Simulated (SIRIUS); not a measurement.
Crystal: CdF2.

```xyz
3
Lattice="0.0000 2.6940 2.6940 2.6940 0.0000 2.6940 2.6940 2.6940 0.0000" Properties=species:S:1:pos:R:3 pbc="T T T"
Cd    0.0000    0.0000    0.0000
F     4.0410    4.0410    4.0410
F     1.3470    1.3470    1.3470
```

Base run:

| Quantity | Value |
| --- | --- |
| Program | SIRIUS 7.12.0 |
| Functional | PBEsol |
| Potentials or basis | all-electron FP-LAPW |
| Cutoff | 273 eV |
| Basis | apw+lo standard |
| k mesh | 9 × 9 × 9 |
| Occupations | fermi-dirac, width 0.05 eV |
| Spin | no spin polarisation |

Its results: band gap on the k mesh 2.96 eV, indirect (least direct gap 3.42 eV).

Problem. The run is repeated on the same cell with these changes: functional from PBEsol to PBE. What comes out?

Solution. Band gap on the k mesh 3.12 eV, indirect (least direct gap 3.59 eV).

Not every run made on this cell is shown here.
